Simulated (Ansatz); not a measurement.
Convergence notes, G0W0 on BaTe (CsCl type)

BaTe, CsCl type, relaxed with r2SCAN; one-shot G0W0 in Ansatz without spin-orbit coupling. Values at 0 K without nuclear motion; spin polarisation is off, and the phase may be a hypothetical one.

Space group Pm-3m (No. 221). a = 4.245 Å, b = 4.245 Å, c = 4.245 Å, α = 90.00°, β = 90.00°, γ = 90.00°
```csv
atom,site,symmetry,x,y,z
Ba,1a,m-3m,0.0000,0.0000,0.0000
Te,1b,m-3m,0.5000,0.5000,0.5000
```

Gaps are read over the mesh points alone. G0W0 values are finite-basis, finite-mesh values.
```
 start       potentials      frequency model   mesh  empty bands  screening cutoff (eV)  Kohn-Sham gap (eV)  G0W0 gap (eV)       rough cost
   PBE              PAW  contour deformation  4×4×4          287                    140                0.84           1.65   3 core-minutes
   PBE              PAW  contour deformation  4×4×4          528                    210                0.84           1.69  13 core-minutes
 HSE06              PAW  contour deformation  4×4×4          287                    140                1.51           1.97   9 core-minutes
   LDA              PAW  contour deformation  4×4×4          287                    140                0.72           1.57   3 core-minutes
r2SCAN              PAW  contour deformation  4×4×4          287                    140                1.19           1.83   4 core-minutes
   PBE              PAW     Godby-Needs pole  4×4×4          287                    140                0.84           1.62   4 core-minutes
   PBE              PAW  contour deformation  4×4×4          124                     80                0.84           1.53  50 core-seconds
   PBE  norm-conserving  contour deformation  4×4×4          287                    140                0.84           1.63   7 core-minutes
```

G0W0 moves the gap on the mesh from 0.84 eV (PBE) to 1.69 eV (M to Γ). Renormalisation factors Z lie between 0.72 and 0.77.

Raising bands and cutoff together moves the gap by +0.12 eV (80 to 140 eV), then +0.04 eV (140 to 210 eV); the last step is still large, so the basis limit isn't reached. Starting from HSE06 (1.51 eV against PBE's 0.84 eV) gives 1.97 eV, +0.32 eV from G0W0@PBE at the same screening cutoff. Starting from LDA (0.72 eV against PBE's 0.84 eV) gives 1.57 eV, -0.08 eV from G0W0@PBE at the same screening cutoff. Starting from r2SCAN (1.19 eV against PBE's 0.84 eV) gives 1.83 eV, +0.18 eV from G0W0@PBE at the same screening cutoff. The Godby-Needs plasmon pole differs from contour deformation by -0.03 eV. Norm-conserving potentials (wave cutoff 1120 eV against 420 eV) shift the quasiparticle gap by -0.02 eV and the PBE gap by 0.00 eV. r2SCAN runs take a wave cutoff of 500 eV.
